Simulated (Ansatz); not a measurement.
# AlRu: the cost of one run

Program: Ansatz 0.2.0. Level of theory: DFT PBE, scalar-relativistic, plane waves, PAW. These are calculated values, not measurements.

1 further run of the same task is left out (set aside as unsound or not needed).

### Step 1. The system as given

It takes space group Pm-3m (No. 221, cubic). Conventional cell: a = 2.992 Å, b = 2.992 Å, c = 2.992 Å, α = 90.00°, β = 90.00°, γ = 90.00°. Al (site symmetry m-3m) is surrounded by 8 Ru at 2.59 Å. Ru (site symmetry m-3m) is surrounded by 8 Al at 2.59 Å.

Coordinates:

```
CELL_PARAMETERS angstrom
2.99160 0.00000 0.00000
0.00000 2.99160 0.00000
0.00000 0.00000 2.99160
ATOMIC_POSITIONS crystal
Al 0.00000 0.00000 0.00000
Ru 0.50000 0.50000 0.50000
```

The structure comes from the Crystallography Open Database.

### Step 2. A distortion of lower symmetry

The change: strain xx, yy, zz, yz, xz, xy = +1.3, +2.8, +2.8, +0.0, +0.0, +0.0 %.

The input, input.yaml:

```yaml
crystal:
  lattice:
    - [3.029324076, 0.0, 0.0]
    - [0.0, 3.074198076, 0.0]
    - [0.0, 0.0, 3.074198076]
  atoms:
    - { symbol: Al, position: [0.0, 0.0, 0.0] }
    - { symbol: Ru, position: [0.5, 0.5, 0.5] }
basis:
  ecutwfc: 420
kpoints:
  mp_grid: { grid: [12, 12, 12] }
hamiltonian:
  xc: pbe
scf:
  occupations: { method: gaussian, width: 0.1 }
output:
  forces: true
  stress: true
  eigenvalues: true
  populations: true
```

What time and memory should one allow on 1 thread of an Arm CPU, shared host?

About 5.4 s, with a peak of 0.33 GiB.
